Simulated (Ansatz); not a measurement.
Crystal: SnO2.

```
CELL_PARAMETERS angstrom
0.00000 2.57415 2.57415
2.57415 0.00000 2.57415
2.57415 2.57415 0.00000
ATOMIC_POSITIONS crystal
Sn 0.00000 0.00000 0.00000
O 0.75000 0.75000 0.75000
O 0.25000 0.25000 0.25000
```

Measurements of this composition are mostly on another form, of space group No. 136.

| Property | Result |
| --- | --- |
| Program | Ansatz 0.2.0 |
| Task | relaxation of cell and atoms |
| Functional | PBEsol |
| Dispersion | D3(BJ) |
| Potentials or basis | Ansatz PAW |
| Cutoff | 420 eV (not typed: the program's choice for these potentials) |
| k mesh | 9 × 9 × 9 |
| Occupations | fermi-dirac, width 0.05 eV |
| Spin | no spin polarisation |

At the start: volume 11.37 Å³/atom.

Question: Where does the relaxation end?

Answer: It ends after 7 steps and the volume is 10.79 Å³/atom (-5.1 %); space group Fm-3m (No. 225, to 0.05 Å).

The path:
```
step  energy change (eV)  largest force (eV/Å)  volume (Å³)
   1              0.0000                0.0000        34.11
   2             -0.0662                0.0000        32.34
   3             -0.0658                0.0000        32.44
   4             -0.0658                0.0000        32.43
   5             -0.0569                0.0000        32.43
   6             -0.0574                0.0000        32.37
   7             -0.0569                0.0000        32.37
```

Final structure:
```
Sn O
1.0
     0.00000    2.52953    2.52953
     2.52953    0.00000    2.52953
     2.52953    2.52953    0.00000
Sn O
1 2
Direct
  0.00000 0.00000 0.00000
  0.75000 0.75000 0.75000
  0.25000 0.25000 0.25000
```

Caveat: the plane-wave basis is chosen anew once the cell has moved, so the energies of steps on either side of that aren't comparable; the pressure holds a Pulay correction of +1.1 GPa for the finite cutoff; the PAW data sets come from PBE, with cores solved anew for the run's functional, which leaves a small shift of forces and pressure.
